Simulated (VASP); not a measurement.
Write the native input for VASP 6.6.1 that does the following.

```
Task                   : single point
Functional             : PBE
Potentials or basis    : VASP PAW PBE potentials, release 64 (Ga_d, Sb)
Cutoff                 : 520 eV
k mesh                 : 2 × 2 × 2
Occupations            : fermi-dirac, width 0.1 eV
Spin                   : no spin polarisation
Dipole correction      : no
Further INCAR settings : LREAL = Auto; ALGO = Fast; EDIFF = 1e-06; NBANDS = 78
```

The structure of Ga7Sb8 (a cell with a defect) lies in POSCAR:

```
Ga7Sb8
1.0
    0.0000000000      6.0915220000      6.0915220000
    6.0915220000      0.0000000000      6.0915220000
    6.0915220000      6.0915220000      0.0000000000
Ga Sb
7 8
Direct
    0.0126388774      0.0013331644     -0.0331447543
    0.0126464289      0.5201090959     -0.0331587081
   -0.0037923199      0.5004946219      0.5037437278
    0.5177227465     -0.0482299005      0.0796616182
    0.4603342974      0.0006710146      0.5363179350
    0.5004667142      0.4938361874      0.0127884296
    0.4603613022      0.5035995930      0.5363175246
    0.1824794362      0.1460222092      0.0264059623
    0.0896225935      0.1154342051      0.5938013521
    0.1257762838      0.6244679080      0.1262173887
    0.0896482849      0.7020727332      0.5937845254
    0.6411291792      0.1171369815      0.1608652977
    0.5345455536      0.1295103260      0.7073588505
    0.6411356636      0.5817951573      0.1608609474
    0.6186397258      0.6222059938      0.6379001012
```

The input as run:

INCAR

```
SYSTEM = Ga7Sb8
PREC = Accurate ; ENCUT = 520
EDIFF = 1E-6 ; ISMEAR = -1
SIGMA = 0.1 ; LREAL = Auto
LASPH = .TRUE. ; NELM = 80
ALGO = Fast ; ISIF = 2
LWAVE = .FALSE. ; LCHARG = .FALSE.
GGA = PE ; NBANDS = 78
```

KPOINTS

```
Automatic mesh
0
G
  2 2 2
  0 0 0
```

Potentials or basis: VASP PAW PBE potentials, release 64 (Ga_d, Sb).

Command:

```sh
$ cat potpaw_PBE.64/Ga_d/POTCAR potpaw_PBE.64/Sb/POTCAR > POTCAR
$ mpirun -np 1 vasp_std > vasp.out
```

Results of the run:

```yaml
Pressure: 1.5 GPa
Largest_force: 0.099 eV/Å
Band_gap_on_the_k_mesh: none (metal or under the smearing width)
```

Caveat: the k mesh is coarse (spacing up to 0.45 Å⁻¹), so the values aren't converged.

It took 6.5 min on 1 thread of Intel(R) Xeon(R) Platinum 8488C (Sapphire Rapids) (shared host), peak memory 0.63 GiB.
